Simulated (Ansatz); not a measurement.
¹⁷O fingerprints of the forms of Al₂O₃

Method: Kohn–Sham DFT in Ansatz, r2SCAN, plane waves and PAW, scalar-relativistic, 500 eV cutoff. Q(¹⁷O) = -25.58 mb, I = 5/2. The cells come from the Materials Project (computed, not necessarily observed phases), with the atoms as given. Spin–orbit coupling is left out.

Q: Rank the structures by their largest ¹⁷O |C_Q|, smallest first.
A.
Al2O3
Space group P-31c (No. 163); a = 4.7931, c = 8.9666 Å, γ = 120.00°.

```
site  Wyckoff  site symmetry       x       y       z
 Al1       4f            3..  0.3333  0.6667  0.9628
 Al2       2c            3.2  0.3333  0.6667  0.2500
 Al3       2b           -3..  0.0000  0.0000  0.0000
   O      12i              1  0.0318  0.6766  0.1120
```
B.
Al2O3
```cif
data_Al2O3
_symmetry_space_group_name_H-M 'Ia-3'
_symmetry_Int_Tables_number 206
_cell_length_a 8.8753
_cell_length_b 8.8753
_cell_length_c 8.8753
_cell_angle_alpha 90.000
_cell_angle_beta 90.000
_cell_angle_gamma 90.000
loop_
_atom_site_label
_atom_site_type_symbol
_atom_site_symmetry_multiplicity
_atom_site_Wyckoff_symbol
_atom_site_fract_x
_atom_site_fract_y
_atom_site_fract_z
Al1 Al 8 b 0.7500 0.2500 0.2500
Al2 Al 24 d 0.7500 0.4622 0.5000
O O 48 e 0.8862 0.6110 0.1597
```

A: B (1.54 MHz), A (1.96 MHz).
